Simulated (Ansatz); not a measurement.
Set up this calculation in Ansatz 0.2.0, as the native input.

- Task: phonons
- Functional: PBEsol
- Potentials or basis: Ansatz PAW
- Cutoff: 420 eV (not typed: the program's choice for these potentials)
- k mesh: 8 × 8 × 6
- Occupations: fermi-dirac, width 0.05 eV
- Spin: no spin polarisation

Ta2C:

```
Ta C
1.0
     3.10590    0.00000    0.00000
    -1.55295    2.68979    0.00000
     0.00000    0.00000    4.94640
Ta C
2 1
Direct
  0.66667 0.33333 0.74799
  0.33333 0.66667 0.25201
  0.00000 0.00000 0.00000
```

These files were run (other wordings do the same):

input.yaml

```yaml
crystal:
  lattice:
    - [3.1059, 0.0, 0.0]
    - [-1.55295, 2.6897883016, 0.0]
    - [0.0, 0.0, 4.9464]
  atoms:
    - { symbol: Ta, position: [0.6666666667, 0.3333333333, 0.74799] }
    - { symbol: Ta, position: [0.3333333333, 0.6666666667, 0.25201] }
    - { symbol: C, position: [0.0, 0.0, 0.0] }
hamiltonian:
  xc: pbesol
  pseudopotentials: { kind: paw }
kpoints:
  mp_grid: { grid: [8, 8, 6] }
scf:
  occupations: { method: fermi_dirac, width: 0.05 }
phonons:
  method: dfpt
```

Potentials or basis: Ansatz PAW.

Run with:

```sh
$ ansatz run input.yaml --threads 2 --pin off --max-ram 5632MiB --backend cpu --events-out ev --progress --plain --runs-dir out
```

It gave:

```
Band gap on the k mesh        : none (metal or under the smearing width)
Highest phonon frequency at Γ : 658 cm⁻¹
```

It took 16 s on 2 threads of AMD EPYC 7R43 64-Core Processor (Zen 3), with other jobs on the host, peak memory 0.66 GiB.
